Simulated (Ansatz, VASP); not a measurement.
**Ru in VASP and in Ansatz**

INCAR

```
  PREC = Accurate
  ENCUT = 600
  EDIFF = 1E-6
  ISMEAR = -1
  SIGMA = 0.1
  LREAL = F
  LASPH = T
  NELM = 60
  ALGO = Normal
  ISIF = 3
  LWAVE = F
  LCHARG = F
  GGA = PE
  IBRION = 2
  NSW = 60
  EDIFFG = -0.005
```

Contents of KPOINTS:

```
regular mesh
0
Gamma
  15 15 15
```

File POSCAR:

```
Ru
1.0
    2.4590359101      0.0000000000      0.0000000000
    0.0000000000      2.4590359101      0.0000000000
    0.0000000000      0.0000000000      2.4590359101
Ru
1
Direct
    0.0000000000      0.0000000000      0.0000000000
```

Input for Ansatz:

```yaml
crystal:
  lattice:
    - [2.4590359101, 0.0, 0.0]
    - [0.0, 2.4590359101, 0.0]
    - [0.0, 0.0, 2.4590359101]
  atoms:
    - { symbol: Ru, position: [0.0, 0.0, 0.0] }
kpoints:
  mp_grid: { grid: [15, 15, 15] }
scf:
  occupations: { method: fermi_dirac, width: 0.1 }
hamiltonian:
  xc: pbe
  pseudopotentials: { kind: paw }
output:
  forces: true
  stress: true
  write_density: true
  write_potential: true
  elf: true
  volumetric_format: npy
relax:
  f_tol: 0.005
  max_steps: 40
  cell: {}
```

Alike in both runs: task relaxation of cell and atoms; functional PBE; k mesh 15 × 15 × 15; occupations fermi-dirac, width 0.1 eV; no spin polarisation.

```csv
,VASP,Ansatz
version,VASP 6.6.1,Ansatz 0.2.0
potentials or method,"VASP PAW PBE potentials, release 64 (Ru_pv)","PAW with Ansatz's default frozen-core files, scalar-relativistic"
plane-wave cutoff (eV),600,420
valence electrons in the cell,14,16
```

```csv
,VASP,Ansatz,Ansatz less VASP
relaxed volume (Å³/atom),15.85,15.85,0.000
relaxed cell length with the largest relative difference (Å),2.512,2.512,0.0000
energy change over the relaxation (meV/atom),-48,-47,+0.7
```

The two sets of potentials don't hold the same shells in valence.
